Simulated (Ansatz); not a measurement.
A crystal relaxed with r2SCAN+rVV10 in the plane-wave code Ansatz has space group Fmm2 (No. 42) and a = 2.502 Å, b = 6.586 Å, c = 4.327 Å.

```csv
atom,site,x,y,z
B,4a,0.5000,0.0000,0.5001
Xx,4a,0.5000,0.0000,0.1666
```

The r2SCAN gap is indirect, 3.94 eV (A₀–Z (0.33 of the way from A₀) to T), below the direct gap of 5.16 eV at Γ–Σ₀ (0.90 of the way from Γ). With HSE06 the valence top lies at A₀–Z (0.33 of the way from A₀) and the conduction bottom at T, 4.68 eV higher; the smallest vertical gap, at Γ–Σ₀ (0.90 of the way from Γ), is 5.93 eV. Meshes: r2SCAN 12×12×12, HSE06 8×8×8. r2SCAN's ε∞ is 4.5, 2.6 and 4.5 along x, y and z.

Q: Which element is Xx?
A. P
B. As
C. N
D. Bi

A: C. Xx is N: BN (Fmm2) from a database of computed structures. B is surrounded by 3 N at 1.44 Å; N is surrounded by 3 B at 1.44 Å.

No spin polarisation and no zero-point or thermal motion.

Where an edge lies off the special points, it is a point of the mesh or the k point where a search put PBE's edge or least direct gap, reused for the other functionals, whose own edges may lie a little apart.

The meshes of the hybrids are coarse, so their gaps aren't converged to the digits shown.
